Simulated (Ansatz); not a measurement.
**CuO in Ansatz: the effect of Hubbard term**

Crystal: CuO.

```
Cu O
1.0
     2.34185   -1.71130    0.00000
    -1.49182   -1.71130   -5.05787
     2.34185    5.13390    0.00000
Cu O
4 4
Direct
  0.32133 0.95658 0.29054
  0.67867 0.04342 0.70946
  0.32256 0.52186 0.68365
  0.67744 0.47814 0.31635
  0.41767 0.70732 0.00990
  0.41393 0.79268 0.65850
  0.22494 0.34817 0.07342
  0.94346 0.15183 0.25818
```

The cell isn't the ideal one: a zone-boundary wave of random shape, sigma 0.4 Å.

Alike in all runs:

| Item | Value |
| --- | --- |
| Program | Ansatz 0.2.0 |
| Task | band structure |
| Functional | LDA |
| Potentials or basis | Ansatz PAW |
| Cutoff | 420 eV (not typed: the program's choice for these potentials) |
| k mesh | 9 × 5 × 5 |
| Occupations | fermi-dirac, width 0.05 eV |
| Spin | no spin polarisation |
| Path | [["X", "G", "Y"], ["L", "G", "Z"], ["N", "G", "M"], ["R", "G"]] |
| Points for each segment of the path | 10 |
| Hubbard projectors | ortho-atomic (the default) |
| Double counting | fll (the default) |

```csv
Hubbard term,pressure (GPa),largest force (eV/Å)
none,39.5,14.90
Cu d U = 1 eV,40.0,15.06
Cu d U = 2 eV,40.6,15.23
Cu d U = 3 eV,41.1,15.40
Cu d U = 4 eV,41.8,15.58
Cu d U = 5 eV,42.5,15.76
Cu d U = 6 eV,43.2,15.94
Cu d U = 8 eV,?,?
```

What does the run with Hubbard term Cu d U = 8 eV give?

Pressure 44.9 GPa; largest force 16.31 eV/Å.

Worked out: A parabola through the other rows of the pressure, of slope 0.844 GPa per eV there, extrapolates to 44.8 GPa, against the run's 44.9. A straight line through the other rows of the largest force, of slope 0.174 eV/Å per eV, extrapolates to 16.28 eV/Å, against the run's 16.31.

Caveats: a pressure of tens of GPa on the cell as given is suspect, and the run, the potentials or the cell itself is likely at fault; the run has no spin polarisation, though such a crystal can be magnetic; the PAW data sets come from PBE, with cores solved anew for the run's functional, which leaves a small shift of forces and pressure; forces of over 1 eV/Å show positions far from the minimum, so gaps and moduli don't describe the material at rest; U without spin polarisation on a metal has little footing (some runs).
